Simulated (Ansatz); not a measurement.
## NbN: the change of pressure with volume per atom

Results calculated with Ansatz 0.2.0, not measured. Periodic Kohn-Sham DFT of a crystal at fixed atoms; pressure and stress are positive in compression; the energy is the free energy less that of spherical unpolarised free atoms; site moments are those in the method's own spheres, positive along +z.

Cell of the first row (space group Fm-3m, No. 225):
```
CELL_PARAMETERS angstrom
0.00000 2.14970 2.14970
2.14970 0.00000 2.14970
2.14970 2.14970 0.00000
ATOMIC_POSITIONS crystal
Nb 0.50000 0.50000 0.50000
N 0.00000 0.00000 0.00000
```

Settings of every row: method all-electron PAW; functional PBEsol; relativity scalar; k mesh 14x14x14; filling fermi-dirac; smearing width 0.08 eV; nucleus gaussian.

Atom start moment: 0 on all atoms.

```
row  volume per atom (Å³)  pressure (GPa)
  1                 9.934          21.094
  2                10.146          12.573
  3                10.357           4.929
  4                10.463               ?
  5                10.568          -1.929
  6                10.674          -5.089
  7                 10.78          -8.081
  8                10.991           -13.6
  9                11.202         -18.547
```

Question: what pressure should row 4 give?

Worked fit of pressure. Take u = (V_r/V)^(2/3) − 1 with V_r = 10.621 Å³ an atom, which is twice the finite (Eulerian) strain; such expansions in the strain, on which the Birch-Murnaghan equation of state is built, carry the rest volume and the bulk modulus. The shown rows have u = 0.04559, 0.03097, 0.01692, 0.00334, -0.00331, -0.00986, -0.02257, -0.03488. Least squares give pressure = −3.5265 + 477.706 × u + 1363.11 × u² GPa; a straight line predicts inner rows, each left out in turn, worse (root mean square 0.71 against 0.019 GPa). The rows lie off it by 0.009, -0.002, -0.018, -0.013, 0.004, 0.023, 0.014, -0.016 (root mean square 0.014 GPa). The pressure vanishes at u = 0.0072, or V = 10.51 Å³ an atom, and there the bulk modulus at fixed shape and fractions is B = −V dP/dV = (2/3)(1 + u) dP/du = 334 GPa. The withheld row has u = 0.01004, so the fit gives −3.5265 + 477.706 × (0.01004) + 1363.11 × (0.01004)² = 1.407 GPa.

The calculation gave 1.407 GPa. The fit meets it to the printed digit.
